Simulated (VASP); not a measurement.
Bi, 1 atom in the cell. It takes space group Im-3m (No. 229, cubic). Conventional cell: a = 3.919 Å, b = 3.919 Å, c = 3.919 Å, α = 90.00°, β = 90.00°, γ = 90.00°. Bi (site symmetry m-3m) is surrounded by 8 Bi at 3.39 Å. This isn't the form of Bi at room conditions, which is rhombohedral.

```yaml
Program: VASP 6.6.1
Task: single point
Functional: PBE
Dispersion: D3(BJ)
Potentials_or_basis: VASP PAW PBE potentials, release 64 (Bi_d)
Cutoff: 520 eV
k_mesh: 16 × 16 × 16
Occupations: gaussian, width 0.1 eV
Spin: no spin polarisation
Dipole_correction: no
Further_INCAR_settings: ALGO = Fast; EDIFF = 1e-06; NBANDS = 14
```

Potentials or basis: VASP PAW PBE potentials, release 64 (Bi_d).

Run with:

```bash
$ cat potpaw_PBE.64/Bi_d/POTCAR > POTCAR
$ mpirun -np 1 vasp_std > vasp.out
```

Hardware: 1 thread of Intel(R) Xeon(R) Platinum 8375C CPU @ 2.90GHz (Ice Lake), on a shared host.

Problem. Estimate the wall time of this run.

Solution. Run time: 110 s on 1 thread of Intel(R) Xeon(R) Platinum 8375C CPU @ 2.90GHz (Ice Lake), with other jobs on the host, peak memory 0.2 GiB. Counts: scf iterations 12, k points 145.
